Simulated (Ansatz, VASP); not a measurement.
## C: VASP beside Ansatz

File INCAR:

```
PREC     = Accurate       # precision mode
ENCUT    = 520            # plane-wave cutoff, eV
EDIFF    = 1E-6           # SCF threshold, eV
ISMEAR   = 0              # smearing method
SIGMA    = 0.1            # smearing width, eV
LREAL    = F              # projectors in reciprocal space
LASPH    = T              # aspherical terms in the spheres
NELM     = 100            # most SCF steps
ALGO     = Normal         # electronic algorithm
ISIF     = 2              # what is computed and relaxed
LWAVE    = F              # write WAVECAR
LCHARG   = F              # write CHGCAR
GGA      = PE             # functional
NBANDS   = 26             # bands
```

Contents of KPOINTS:

```
regular mesh
0
Gamma
  6 4 4
```

POSCAR

```
C
1.0
   -2.5115649967      0.0000000000      0.0000000000
    0.0000000000      0.0000000000     -4.1803736140
   -0.0000000001     -4.3501581809      0.0000000000
C
8
Direct
    0.5000000000      0.4372692189      0.8333333333
    1.0000000000      0.4372692189      0.3333333333
    0.0000000000      0.9372692189      0.6666666667
    0.5000000000      0.9372692189      0.1666666667
    0.5000000000      0.0627307811      0.8333333333
    1.0000000000      0.0627307811      0.3333333333
    0.0000000000      0.5627307811      0.6666666667
    0.5000000000      0.5627307811      0.1666666667
```

Input for Ansatz:

```yaml
crystal:
  lattice:
    - [-2.5115649967, 0.0, 0.0]
    - [0.0, 0.0, -4.180373614]
    - [-1.0e-10, -4.3501581809, 0.0]
  atoms:
    - { symbol: C, position: [0.5, 0.4372692189, 0.8333333333] }
    - { symbol: C, position: [1.0, 0.4372692189, 0.3333333333] }
    - { symbol: C, position: [0.0, 0.9372692189, 0.6666666667] }
    - { symbol: C, position: [0.5, 0.9372692189, 0.1666666667] }
    - { symbol: C, position: [0.5, 0.0627307811, 0.8333333333] }
    - { symbol: C, position: [1.0, 0.0627307811, 0.3333333333] }
    - { symbol: C, position: [0.0, 0.5627307811, 0.6666666667] }
    - { symbol: C, position: [0.5, 0.5627307811, 0.1666666667] }
basis:
  ecutwfc: 420
kpoints:
  mp_grid: { grid: [6, 4, 4] }
hamiltonian:
  xc: pbe
scf:
  occupations: { method: gaussian, width: 0.1 }
  lower_state_search: "off"
output:
  forces: true
  stress: true
  eigenvalues: true
```

Alike in both runs: task single point; functional PBE; k mesh 6 × 4 × 4; occupations gaussian, width 0.1 eV; no spin polarisation.

```csv
,VASP,Ansatz
version,VASP 6.6.1,Ansatz 0.2.0
potentials or method,"VASP PAW PBE potentials, release 64 (C)","scalar-relativistic, plane waves, PAW"
plane-wave cutoff (eV),520,420
valence electrons in the cell,32,32
```

VASP gave:

| Property | Result |
| --- | --- |
| gap on the k mesh at the Fermi level (eV) | 3.34 |
| least direct gap on the mesh (eV) | 4.48 |
| pressure (GPa) | 0.7 |
| largest component of the traceless stress (GPa) | 0.18 |

Question: Estimate Ansatz's values.

Answer: gap on the k mesh at the Fermi level (eV): 3.35; least direct gap on the mesh (eV): 4.48; pressure (GPa): 0.0; largest component of the traceless stress (GPa): 0.13.
